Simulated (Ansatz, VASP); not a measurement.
One calculation of Au, two programs

INCAR

```
SYSTEM = Au
PREC = Accurate
ENCUT = 520
EDIFF = 1E-6
ISMEAR = -1
SIGMA = 0.05
LREAL = .FALSE.
LASPH = .TRUE.
NELM = 80
ALGO = Normal
ISIF = 2
LWAVE = .FALSE.
LCHARG = .TRUE.
GGA = PS
LELF = .TRUE.
LVHAR = .TRUE.
NBANDS = 12
```

The input KPOINTS:

```
Automatic mesh
0
G
  8 8 8
  0 0 0
```

Contents of POSCAR:

```
Au
1.0
    0.0000000000      2.0350000000      2.0350000000
    2.0350000000      0.0000000000      2.0350000000
    2.0350000000      2.0350000000      0.0000000000
Au
1
Direct
    0.0000000000      0.0000000000      0.0000000000
```

Contents of input.yaml:

```yaml
crystal:
  lattice:
    - [0.0, 2.035, 2.035]
    - [2.035, 0.0, 2.035]
    - [2.035, 2.035, 0.0]
  atoms:
    - { symbol: Au, position: [0.0, 0.0, 0.0] }
kpoints:
  mp_grid: { grid: [8, 8, 8] }
  band_path:
    path:
      - [0.0, 0.0, 0.0]
      - [0.5, 0.0, 0.5]
      - [0.5, 0.25, 0.75]
      - [0.375, 0.375, 0.75]
      - [0.0, 0.0, 0.0]
      - [0.5, 0.5, 0.5]
      - [0.625, 0.25, 0.625]
      - [0.5, 0.25, 0.75]
    npoints: 6
scf:
  occupations: { method: fermi_dirac, width: 0.05 }
hamiltonian:
  xc: pbesol
  pseudopotentials: { kind: all_electron, lapw: { basis_error: 0.001 } }
output:
  forces: true
  stress: true
  eigenvalues: true
```

Alike in both runs: functional PBEsol; k mesh 8 × 8 × 8; occupations fermi-dirac, width 0.05 eV; no spin polarisation.

|  | VASP | Ansatz |
| --- | --- | --- |
| version | VASP 6.6.1 | Ansatz 0.2.0 |
| potentials or method | VASP PAW PBE potentials, release 64 (Au) | all-electron LAPW, scalar-relativistic |
| plane-wave cutoff (eV) | 520 | see its input |
| task | single point | band structure |

|  | VASP | Ansatz | Ansatz less VASP |
| --- | --- | --- | --- |
| gap on the k mesh at the Fermi level (eV) | none | none | - |
| pressure (GPa) | 2.4 | 2.7 | +0.28 |

A gap of «none» marks a metal or a gap that the smearing closes. Ansatz ran all-electron here, so the differences hold the error of VASP's frozen core and of both bases.

Caveats: the PAW data sets were made with another functional, which shifts forces and pressure a little (VASP); the k mesh is thin for a metal, which can move the energy by tens of meV per atom (Ansatz); spin-orbit coupling is left out, which moves the levels of the heavy elements (Ansatz). Spin-orbit coupling is left out, which matters for the levels of Au.
